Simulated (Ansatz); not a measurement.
# Sc: the cost of one run

Method: DFT PBE, scalar-relativistic, plane waves, PAW, in Ansatz 0.2.0.

## 1. Starting point

It takes space group P6/mmm (No. 191, hexagonal). Conventional cell: a = 5.476 Å, b = 5.476 Å, c = 3.357 Å, α = 90.00°, β = 90.00°, γ = 120.00°. Sc (site symmetry 6/mmm) is surrounded by 14 Sc at 3.36 to 3.58 Å. Sc (site symmetry -6m2) has 11 Sc at 3.16 to 3.58 Å as nearest neighbours.

Structure file:

```
CELL_PARAMETERS angstrom
5.47612 0.00000 0.00000
-2.73806 4.74246 0.00000
0.00000 0.00000 3.35710
ATOMIC_POSITIONS crystal
Sc 0.00000 0.00000 0.00000
Sc 0.33333 0.66667 0.50000
Sc 0.66667 0.33333 0.50000
```

This is candidate A: omega type (P6/mmm, No. 191).

(A quick probe on a coarse mesh, which set the mesh and smearing, is not shown.)

## 3. A loose first relaxation (candidate A)

File input.yaml:

```yaml
crystal:
  lattice:
    - [5.4761195413, 0.0, 0.0]
    - [-2.7380597707, 4.7424586369, 0.0]
    - [0.0, 0.0, 3.357099371]
  atoms:
    - { symbol: Sc, position: [0.0, 0.0, 0.0] }
    - { symbol: Sc, position: [0.3333333333, 0.6666666667, 0.5] }
    - { symbol: Sc, position: [0.6666666667, 0.3333333333, 0.5] }
basis:
  ecutwfc: 420
kpoints:
  mp_grid: { grid: [6, 6, 6] }
hamiltonian:
  xc: pbe
scf:
  occupations: { method: gaussian, width: 0.1 }
  lower_state_search: "off"
output:
  forces: true
  stress: true
  eigenvalues: true
relax:
  adjacent_minimum: "off"
  f_tol: 0.04
  max_steps: 70
  cell: { stress_tol: 0.4 }
```

What time and memory should one allow on 1 thread of an Arm CPU, shared host?

About 15 s, with a peak of 0.36 GiB.
